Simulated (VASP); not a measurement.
# CaH4 (Pm-3m) in VASP: further runs

The runs below take CaH4 through density of states, single point, with revPBE+D4, PBE.

Program: VASP 6.6.1. These are calculated values, not measurements. Logs are shortened: lines on timing, memory, paths and dates and some standing lists are left out, and cuts for length are marked.

## 1. Starting point

Symmetry: Pm-3m, No. 221, cubic system. The conventional cell has a = 4.168 Å, b = 4.168 Å, c = 4.168 Å, α = 90.00°, β = 90.00°, γ = 90.00°. Ca (site symmetry m-3m) is surrounded by 6 H at 2.08 Å. H (site symmetry 4/mmm) is surrounded by 2 Ca at 2.08 Å. H (site symmetry m-3m) is surrounded by 12 H at 2.95 Å.

The cell was built by a generator and needn't be a form met in nature.

## 2. Density of states, revPBE+D4

POSCAR reads:

```
CaH4
1.0
    4.1679800000      0.0000000000      0.0000000000
    0.0000000000      4.1679800000      0.0000000000
    0.0000000000      0.0000000000      4.1679800000
Ca H
1 4
Direct
    0.0000000000      0.0000000000      0.0000000000
    0.5000000000      0.0000000000      0.0000000000
    0.0000000000      0.5000000000      0.0000000000
    0.0000000000      0.0000000000      0.5000000000
    0.5000000000      0.5000000000      0.5000000000
```

INCAR.step1 reads:

```
SYSTEM = CaH4
PREC = Accurate ; ENCUT = 900
EDIFF = 1E-6 ; ISMEAR = -1
SIGMA = 0.1 ; LREAL = .FALSE.
LASPH = .TRUE. ; NELM = 60
ALGO = Fast ; ISIF = 2
LWAVE = .FALSE. ; LCHARG = .TRUE.
GGA = RE ; IVDW = 13
```

KPOINTS.step1 reads:

```
regular mesh
0
G
  7 7 7
  0 0 0
```

INCAR.step2 reads:

```
SYSTEM = CaH4
PREC = Accurate ; ENCUT = 900
EDIFF = 1E-6 ; ISMEAR = -5
SIGMA = 0.1 ; LREAL = .FALSE.
LASPH = .TRUE. ; NELM = 60
ALGO = Fast ; ISIF = 2
LWAVE = .FALSE. ; LCHARG = .FALSE.
GGA = RE ; IVDW = 13
LORBIT = 10 ; NEDOS = 2001
ICHARG = 11
```

KPOINTS.step2 reads:

```
regular mesh
0
G
  11 11 11
  0 0 0
```

Potentials or basis: VASP PAW PBE potentials, release 64 (Ca_sv, H_h).

On the command line:

```
cat potpaw_PBE.64/Ca_sv/POTCAR potpaw_PBE.64/H_h/POTCAR > POTCAR
cp INCAR.step1 INCAR
cp KPOINTS.step1 KPOINTS
mpirun -np 1 vasp_std > vasp.out
cp INCAR.step2 INCAR
cp KPOINTS.step2 KPOINTS
mpirun -np 1 vasp_std > vasp.out
```

OUTCAR:

```text
SYSTEM = CaH4
   PREC = Accurate
   ENCUT = 900
   EDIFF = 1E-6
   ISMEAR = -5
   LREAL = .FALSE.
   LASPH = .TRUE.
   NELM = 60
   ISIF = 2
   GGA = RE
   IVDW = 13
   LORBIT = 10
   ICHARG = 11

 ion  position               nearest neighbor table
   1  0.000  0.000  0.000-
   2  0.500  0.000  0.000-
   3  0.000  0.500  0.000-
   4  0.000  0.000  0.500-
   5  0.500  0.500  0.500-

  LATTYP: Found a simple cubic cell.
 ALAT       =     4.1679800000

  Lattice vectors:

 A1 = (   4.1679800000,   0.0000000000,   0.0000000000)
 A2 = (   0.0000000000,   4.1679800000,   0.0000000000)
 A3 = (   0.0000000000,   0.0000000000,   4.1679800000)

Analysis of symmetry for initial positions (statically):
=====================================================================
 Subroutine PRICEL returns:
 Original cell was already a primitive cell.

 Routine SETGRP: Setting up the symmetry group for a
 simple cubic supercell.

 Subroutine GETGRP returns: Found 48 space group operations
 (whereof 48 operations were pure point group operations)
 out of a pool of 48 trial point group operations.

The static configuration has the point symmetry O_h .

Analysis of symmetry for dynamics (positions and initial velocities):
=====================================================================
 Subroutine PRICEL returns:
 Original cell was already a primitive cell.

 Routine SETGRP: Setting up the symmetry group for a
 simple cubic supercell.

 Subroutine GETGRP returns: Found 48 space group operations
 (whereof 48 operations were pure point group operations)
 out of a pool of 48 trial point group operations.

The dynamic configuration has the point symmetry O_h .

 Subroutine INISYM returns: Found 48 space group operations
 (whereof 48 operations are pure point group operations),
 and found     1 'primitive' translations

----------------------------------------------------------------------------------------

                                     Primitive cell

  volume of cell :      72.4064

  direct lattice vectors                    reciprocal lattice vectors
     4.167980000  0.000000000  0.000000000     0.239924376  0.000000000  0.000000000
     0.000000000  4.167980000  0.000000000     0.000000000  0.239924376  0.000000000
     0.000000000  0.000000000  4.167980000     0.000000000  0.000000000  0.239924376

  length of vectors
     4.167980000  4.167980000  4.167980000     0.239924376  0.239924376  0.239924376

  position of ions in fractional coordinates (direct lattice)
     0.000000000  0.000000000  0.000000000
     0.500000000  0.000000000  0.000000000
     0.000000000  0.500000000  0.000000000
     0.000000000  0.000000000  0.500000000
     0.500000000  0.500000000  0.500000000

  ion indices of the primitive-cell ions
   primitive index   ion index
                 1           1
                 2           2
                 3           3
                 4           4
                 5           5

----------------------------------------------------------------------------------------

 KPOINTS: regular mesh

Automatic generation of k-mesh.
 Grid dimensions read from file:
 generate k-points for:   11   11   11

 Generating k-lattice:

  Cartesian coordinates                     Fractional coordinates (reciprocal lattice)
     0.021811307  0.000000000  0.000000000     0.090909091  0.000000000  0.000000000
     0.000000000  0.021811307  0.000000000     0.000000000  0.090909091  0.000000000
     0.000000000  0.000000000  0.021811307     0.000000000  0.000000000  0.090909091

  Length of vectors
     0.021811307  0.021811307  0.021811307

  Shift w.r.t. Gamma in fractional coordinates (k-lattice)
     0.000000000  0.000000000  0.000000000

 TETIRR: Found    651 inequivalent tetrahedra from     7986

 Subroutine IBZKPT returns following result:
 ===========================================

 Found     56 irreducible k-points:

 Following reciprocal coordinates:
            Coordinates               Weight
  0.000000  0.000000  0.000000      1.000000
  0.090909  0.000000  0.000000      6.000000
  0.181818  0.000000  0.000000      6.000000
  0.272727  0.000000  0.000000      6.000000
  0.363636  0.000000  0.000000      6.000000
  0.454545  0.000000  0.000000      6.000000
[... 16 lines left out ...]
  0.181818  0.090909  0.090909     24.000000
  0.272727  0.090909  0.090909     24.000000
 [... further k-points ...]
   k-points           NKPTS =     56   k-points in BZ     NKDIM =     56   number of bands    NBANDS=     11
   number of dos      NEDOS =   2001   number of ions     NIONS =      5
   total plane-waves  NPLWV =  74088
   dimension x,y,z NGX =    42 NGY =   42 NGZ =   42
   dimension x,y,z NGXF=    84 NGYF=   84 NGZF=   84
   ions per type =               1   4
   NGX,Y,Z   is equivalent  to a cutoff of  16.75, 16.75, 16.75 a.u.
   NGXF,Y,Z  is equivalent  to a cutoff of  33.50, 33.50, 33.50 a.u.
 SYSTEM =  CaH4
   PREC   = accura    normal or accurate (medium, high low for compatibility)
   ISTART =      0    job   : 0-new  1-cont  2-samecut
   ICHARG =     11    charge: 1-file 2-atom 10-const
   ISPIN  =      1    spin polarized calculation?
   LNONCOLLINEAR =      F non collinear calculations
   LSORBIT =      F    spin-orbit coupling
   LASPH  =      T    aspherical Exc in radial PAW
   ENCUT  =  900.0 eV  66.15 Ry    8.13 a.u.  10.20 10.20 10.20*2*pi/ulx,y,z
   NELM   =     60;   NELMIN=  2; NELMDL=  0     # of ELM steps
   EDIFF  = 0.1E-05   stopping-criterion for ELM
   LREAL  =      F    real-space projection
   EDIFFG = 0.1E-04   stopping-criterion for IOM
   NSW    =      0    number of steps for IOM
   IBRION =     -1    ionic relax: 0-MD 1-quasi-New 2-CG
   NFREE  =      0    steps in history (QN), initial steepest desc. (CG)
   ISIF   =      2    stress and relaxation
   ISYM   =      2    0-nonsym 1-usesym 2-fastsym
   POTIM  = 0.5000    time-step for ionic-motion
   TEBEG  =    0.0;   TEEND  =   0.0 temperature during run
   PSTRESS=    0.0 pullay stress
   NELECT =      14.0000    total number of electrons
   NUPDOWN=      -1.0000    fix difference up-down
   EMIN   =  10.00;   EMAX   =-10.00  energy-range for DOS
   EFERMI =   0.00;   METHOD = LEGACY
   ISMEAR =    -5;   SIGMA  =   0.10  broadening in eV -4-tet -1-fermi 0-gaus
   EFERMI_NEDOS =   21; number of points for ismear=-14 and -15
   IALGO  =     68    algorithm
   IMIX   =      4    mixing-type and parameters
     AMIX     =   0.40;   BMIX     =  1.00
     AMIX_MAG =   1.60;   BMIX_MAG =  1.00
  volume/ion in A,a.u.               =      14.48        97.72
  Fermi-wavevector in a.u.,A,eV,Ry     =   0.946655  1.788919 12.192947  0.896156
  Thomas-Fermi vector in A             =   2.074674
   LORBIT       =     10    0 simple, 1 ext, 2 COOP (PROOUT), +10 PAW based schemes
   GGA     = RE    functional components
   LHFCALC =     F    Hartree Fock is set to
   AEXX    =    0.0000 exact exchange contribution
   IVDW    =    13    specifies the selected vdW correction
   LEPSILON=     F    determine dielectric tensor
   LRPA    =     F    only Hartree local field effects (RPA)
 non-spin polarized calculation
 RMM-DIIS sequential band-by-band and
 Fermi weights with tetrahedron method with Bloechl corrections
  energy-cutoff  :      900.00
  volume of cell :       72.41
 maximum number of plane-waves:      4462
 NGX is ok and might be reduce to    42

 number of electron      14.0000000 magnetization

 Free energy of the ion-electron system (eV)
  ---------------------------------------------------
  ext. energy  EPLUGINS =         0.00000000
  ---------------------------------------------------
  free energy    TOTEN  =       -11.29410477 eV

  energy without entropy =      -11.29410477  energy(sigma->0) =      -11.29410477

 E-fermi :  -2.4985     XC(G=0):  -7.0504

 val. band max:       -2.4703689070   @ k =   0.4545   0.4545   0.4545
 cond. band min:      -2.5269792293   @ k =   0.3636   0.3636   0.3636
 fundamental gap:     -0.0566103224
 Fermi energy:        -2.4985258742

 k-point     1 :       0.0000    0.0000    0.0000
  band No.  band energies     occupation
      1     -40.6720      2.00000
      2     -21.6612      2.00000
      3     -21.6612      2.00000
      4     -21.6612      2.00000
      5      -6.1183      2.00000
      6      -3.2347      2.00000
      7      -3.2347      2.00000
      8      -1.5393      0.00000
      9       4.7821      0.00000
     10       4.7821      0.00000
     11       4.8060      0.00000

 k-point     2 :       0.0909    0.0000    0.0000
  band No.  band energies     occupation
      1     -40.6717      2.00000
      2     -21.6681      2.00000
      3     -21.6609      2.00000
      4     -21.6609      2.00000
      5      -6.0523      2.00000
      6      -3.2250      2.00000
      7      -3.2181      2.00000
      8      -1.5868      0.00000
      9       4.6127      0.00000
     10       4.6133      0.00000
     11       4.7898      0.00000
[... 295 lines left out ...]
 k-point    24 :       0.2727    0.0909    0.0909
  band No.  band energies     occupation
      1     -40.6695      2.00000
      2     -21.7098      2.00000
      3     -21.6658      2.00000
      4     -21.6656      2.00000
      5      -5.4277      2.00000
      6      -3.2823      2.00000
      7      -3.1208      2.00000
      8      -1.7746      0.00000
      9       3.8554      0.00000
     10       4.0463      0.00000
     11       4.5618      0.00000

 [... further k-points ...]

------------------------ aborting loop because EDIFF is reached ----------------------------------------

  DFT-D4 for vdW energy calculation

  Edisp (eV):   -0.87961

  FORCE on cell =-STRESS in cart. coord.  units (eV):
  Direction    XX          YY          ZZ          XY          YZ          ZX
  --------------------------------------------------------------------------------------
  -------------------------------------------------------------------------------------
  Total      -0.52070    -0.52070    -0.52070     0.00000     0.00000     0.00000
  in kB     -11.52176   -11.52176   -11.52176     0.00000     0.00000     0.00000
  external pressure =      -11.52 kB  Pullay stress =        0.00 kB

 VOLUME and BASIS-vectors are now :
 -----------------------------------------------------------------------------
  energy-cutoff  :      900.00
  volume of cell :       72.41
      direct lattice vectors                 reciprocal lattice vectors
     4.167980000  0.000000000  0.000000000     0.239924376  0.000000000  0.000000000
     0.000000000  4.167980000  0.000000000     0.000000000  0.239924376  0.000000000
     0.000000000  0.000000000  4.167980000     0.000000000  0.000000000  0.239924376

 POSITION                                       TOTAL-FORCE (eV/Angst)
 -----------------------------------------------------------------------------------
      0.00000      0.00000      0.00000         0.000000      0.000000      0.000000
      2.08399      0.00000      0.00000         0.000000      0.000000      0.000000
      0.00000      2.08399      0.00000         0.000000      0.000000      0.000000
      0.00000      0.00000      2.08399         0.000000      0.000000      0.000000
      2.08399      2.08399      2.08399         0.000000      0.000000      0.000000
 -----------------------------------------------------------------------------------
    total drift:                               -0.000000      0.000000     -0.000000

  FREE ENERGIE OF THE ION-ELECTRON SYSTEM (eV)
  ---------------------------------------------------
  free  energy   TOTEN  =       -12.1737099681 eV

  energy  without entropy=      -12.1737099681  energy(sigma->0) =      -12.17370997

 total charge

# of ion       s       p       d       tot
------------------------------------------
    1        2.049   5.857   0.304   8.210
    2        0.294   0.000   0.000   0.295
    3        0.294   0.000   0.000   0.295
    4        0.294   0.000   0.000   0.295
    5        0.189   0.000   0.000   0.189
--------------------------------------------------
tot          3.121   5.858   0.304   9.284
```

It took 2.3 min on 1 thread of Intel Xeon Platinum 8259CL at 2.50GHz (Skylake/Cascade Lake), shared host; peak memory 0.31 GiB.

Results:

- Valence electrons inside the program's atomic spheres: Ca 8.21; H 0.29, 0.19
- Dispersion energy per atom: -0.176 eV

States per cell in windows of 0.5 eV (zero at the Fermi level; states under -8 eV left out):
```
from (eV)  total  Ca1_d  H5_s  H2_s  H3_s  H4_s  Ca1_p
     -8.0   0.00   0.00  0.00  0.00  0.00  0.00   0.00
     -7.5   0.00   0.00  0.00  0.00  0.00  0.00   0.00
     -7.0   0.00   0.00  0.00  0.00  0.00  0.00   0.00
     -6.5   0.00   0.00  0.00  0.00  0.00  0.00   0.00
     -6.0   0.00   0.00  0.00  0.00  0.00  0.00   0.00
     -5.5   0.00   0.00  0.00  0.00  0.00  0.00   0.00
     -5.0   0.00   0.00  0.00  0.00  0.00  0.00   0.00
     -4.5   0.00   0.00  0.00  0.00  0.00  0.00   0.00
     -4.0   0.01   0.00  0.00  0.00  0.00  0.00   0.00
     -3.5   0.17   0.00  0.01  0.01  0.01  0.01   0.00
     -3.0   0.31   0.00  0.01  0.01  0.01  0.01   0.00
     -2.5   0.48   0.01  0.01  0.02  0.02  0.02   0.01
     -2.0   0.52   0.01  0.02  0.02  0.02  0.02   0.01
     -1.5   0.85   0.02  0.04  0.03  0.03  0.03   0.02
     -1.0   2.18   0.18  0.08  0.11  0.11  0.11   0.03
     -0.5   1.53   0.09  0.02  0.09  0.09  0.09   0.05
      0.0   1.07   0.01  0.09  0.05  0.05  0.05   0.03
      0.5   0.91   0.01  0.12  0.03  0.03  0.03   0.01
      1.0   0.05   0.00  0.01  0.00  0.00  0.00   0.00
      1.5   0.00   0.00  0.00  0.00  0.00  0.00   0.00
      2.0   0.00   0.00  0.00  0.00  0.00  0.00   0.00
      2.5   0.00   0.00  0.00  0.00  0.00  0.00   0.00
      3.0   0.00   0.00  0.00  0.00  0.00  0.00   0.00
      3.5   0.00   0.00  0.00  0.00  0.00  0.00   0.00
      4.0   0.02   0.01  0.00  0.00  0.00  0.00   0.00
      4.5   0.34   0.11  0.00  0.00  0.00  0.00   0.00
      5.0   0.71   0.26  0.01  0.00  0.00  0.00   0.00
      5.5   1.31   0.58  0.02  0.00  0.00  0.00   0.00
      6.0   2.11   1.13  0.01  0.00  0.00  0.00   0.00
      6.5   1.14   0.68  0.00  0.00  0.00  0.00   0.00
      7.0   0.37   0.25  0.00  0.00  0.00  0.00   0.00
      7.5   0.00   0.00  0.00  0.00  0.00  0.00   0.00
```

Caveat: the PAW data sets were made with another functional, which shifts forces and pressure a little; pairwise dispersion overbinds metals, which lowers pressure and volume; tetrahedron occupations give inexact forces and stress in metals.

## 3. Single point, PBE, 13.35 Å³/atom (strain = -0.04)

INCAR reads:

```
PREC = Accurate ; ENCUT = 520
EDIFF = 1E-6 ; ISMEAR = -1
SIGMA = 0.05 ; LREAL = False
LASPH = True ; NELM = 60
ALGO = Normal ; ISIF = 2
LWAVE = False ; LCHARG = False
GGA = PE ; NBANDS = 15
```

KPOINTS reads:

```
Automatic mesh
0
Gamma
  5 5 5
```

Changes to POSCAR since step 2:

```diff
@@ -2,4 +2,4 @@
 1.0
-    4.1679800000      0.0000000000      0.0000000000
-    0.0000000000      4.1679800000      0.0000000000
+    4.0012608000      0.0000000000      0.0000000000
+    0.0000000000      4.0012608000      0.0000000000
     0.0000000000      0.0000000000      4.1679800000
```

Potentials or basis: VASP PAW PBE potentials, release 64 (Ca_sv, H).

On the command line:

```
cat potpaw_PBE.64/Ca_sv/POTCAR potpaw_PBE.64/H/POTCAR > POTCAR
mpirun -np 1 vasp_std > vasp.out
```

Wall time 11 s (1 thread of Intel Xeon Platinum 8488C (Sapphire Rapids), shared host); peak memory 0.17 GiB.

Results (log left out):

```yaml
Free_energy: -11.2603 eV
Pressure: 2.3 GPa
Band_gap_on_the_k_mesh: 0.03 eV, direct
```

Caveat: an odd mesh through Γ misses points on the zone boundary, where band edges often lie.

## 4. Single point, PBE, 13.91 Å³/atom (strain = -0.02)

INCAR is that of step 3.

KPOINTS is that of step 3.

Changes to POSCAR since step 3:

```diff
@@ -2,4 +2,4 @@
 1.0
-    4.0012608000      0.0000000000      0.0000000000
-    0.0000000000      4.0012608000      0.0000000000
+    4.0846204000      0.0000000000      0.0000000000
+    0.0000000000      4.0846204000      0.0000000000
     0.0000000000      0.0000000000      4.1679800000
```

On the command line:

```
cat potpaw_PBE.64/Ca_sv/POTCAR potpaw_PBE.64/H/POTCAR > POTCAR
mpirun -np 1 vasp_std > vasp.out
```

Wall time 11 s (1 thread of Intel Xeon Platinum 8488C (Sapphire Rapids), shared host); peak memory 0.17 GiB.

Results (log left out):

* Free energy: -11.3021 eV
* Pressure: 1.1 GPa
* Band gap on the k mesh: 0.01 eV, direct

Caveat: an odd mesh through Γ misses points on the zone boundary, where band edges often lie.
